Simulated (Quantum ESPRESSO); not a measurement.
A calculation with Quantum ESPRESSO 7.5 of Ta2N (ASE script, structure from a P1 CIF):

run.py

```python
import numpy as np
from ase.calculators.espresso import Espresso, EspressoProfile
from ase.io import read

atoms = read('Ta2N.cif')

input_data = {
    'control': {'calculation': 'scf', 'prefix': 'pwscf', 'outdir': './tmp', 'tprnfor': True, 'tstress': True, 'disk_io': 'nowf'},
    'system': {'ecutwfc': 56.0, 'ecutrho': 448.0, 'nbnd': 23, 'occupations': 'smearing', 'smearing': 'fd', 'degauss': 0.00367493},
    'electrons': {'conv_thr': 6e-10, 'electron_maxstep': 120, 'mixing_beta': 0.5},
}
pseudopotentials = {'Ta': 'ta_pbesol_v1.uspp.F.UPF', 'N': 'n_pbesol_v1.2.uspp.F.UPF'}
profile = EspressoProfile(command='mpirun -n 2 pw.x -nk 2', pseudo_dir='pseudo')
dft = Espresso(profile=profile, input_data=input_data, pseudopotentials=pseudopotentials, kpts=(10, 10, 6), koffset=(0, 0, 0))
atoms.calc = dft

print(f'energy {atoms.get_potential_energy():.8f} eV')
print('forces (eV/A)')
print(np.round(atoms.get_forces(), 6))
print('stress (eV/A^3, Voigt)')
print(np.round(atoms.get_stress(), 8))
print(f'Fermi level {dft.get_fermi_level():.4f} eV')
```

Ta2N.cif

```cif
data_Ta2N
_cell_length_a 3.11286151
_cell_length_b 3.11286151
_cell_length_c 4.86984100
_cell_angle_alpha 90.00000000
_cell_angle_beta 90.00000000
_cell_angle_gamma 120.00000000
_space_group_name_H-M_alt 'P1'
_space_group_name_Hall 'P 1'
_space_group_IT_number 1
loop_
_space_group_symop_operation_xyz
'x,y,z'
loop_
_atom_site_label
_atom_site_type_symbol
_atom_site_symmetry_multiplicity
_atom_site_Wyckoff_symbol
_atom_site_fract_x
_atom_site_fract_y
_atom_site_fract_z
_atom_site_occupancy
Ta1 Ta 1 a 0.3333333333 0.6666666667 0.2547110000 1
Ta2 Ta 1 a 0.6666666667 0.3333333333 0.7452890000 1
N1 N 1 a 0.0000000000 0.0000000000 0.0000000000 1
```

Potentials or basis: GBRV 1.5 PBEsol.

Command:

```bash
$ OMP_NUM_THREADS=1 python run.py
```

The cell comes from a database or a generator and needn't be the stable form of this composition.

Task: Write the same calculation in another form: native input, structure typed inline.

Result: As run:

pw.in

```
&CONTROL
  calculation = 'scf'
  prefix = 'pwscf'
  outdir = './tmp'
  pseudo_dir = './pseudo'
  tprnfor = .true.
  tstress = .true.
  disk_io = 'low'
/
&SYSTEM
  ibrav = 0
  celldm(1) = 8
  nat = 3
  ntyp = 2
  ecutwfc = 56
  ecutrho = 448
  nbnd = 23
  occupations = 'smearing'
  smearing = 'fd'
  degauss = 0.00367493
/
&ELECTRONS
  conv_thr = 6d-10
  electron_maxstep = 120
  mixing_beta = 0.5
/
ATOMIC_SPECIES
Ta   180.9479 ta_pbesol_v1.uspp.F.UPF
N     14.0070 n_pbesol_v1.2.uspp.F.UPF
CELL_PARAMETERS alat
  0.7353069637788   0.0000000000000   0.0000000000000
 -0.3676534818894   0.6367945101982   0.0000000000000
  0.0000000000000   0.0000000000000   1.1503332200592
ATOMIC_POSITIONS crystal
Ta     0.3333333333    0.6666666667    0.2547110000
Ta     0.6666666667    0.3333333333    0.7452890000
N      0.0000000000    0.0000000000    0.0000000000
K_POINTS automatic
10 10 6 0 0 0
```

The input pp_density.in:

```
&INPUTPP
  prefix = 'pwscf'
  outdir = './tmp'
  filplot = 'density.dat'
  plot_num = 0
/
&PLOT
  nfile = 1
  filepp(1) = 'density.dat'
  iflag = 3
  output_format = 6
  fileout = 'density.cube'
/
```

Contents of pp_potential.in:

```
&INPUTPP
  prefix = 'pwscf'
  outdir = './tmp'
  filplot = 'potential.dat'
  plot_num = 11
/
&PLOT
  nfile = 1
  filepp(1) = 'potential.dat'
  iflag = 3
  output_format = 6
  fileout = 'potential.cube'
/
```

Potentials or basis: GBRV 1.5 PBEsol.

Command:

```sh
$ OMP_NUM_THREADS=1 mpirun -n 2 pw.x -nk 2 -in pw.in > pw.out
$ OMP_NUM_THREADS=1 mpirun -n 1 pp.x -in pp_density.in > pp_density.out
$ OMP_NUM_THREADS=1 mpirun -n 1 pp.x -in pp_potential.in > pp_potential.out
```

Both were run:

|  | ASE script, structure from a P1 CIF | native input, structure typed inline |
| --- | --- | --- |
| Pressure | -9.1 GPa | -9.1 GPa |
| Largest force | 0.270 eV/Å | 0.270 eV/Å |
| Band gap on the k mesh | none (metal or under the smearing width) | none (metal or under the smearing width) |

Keys that steer only the numerical path or the files written may differ.
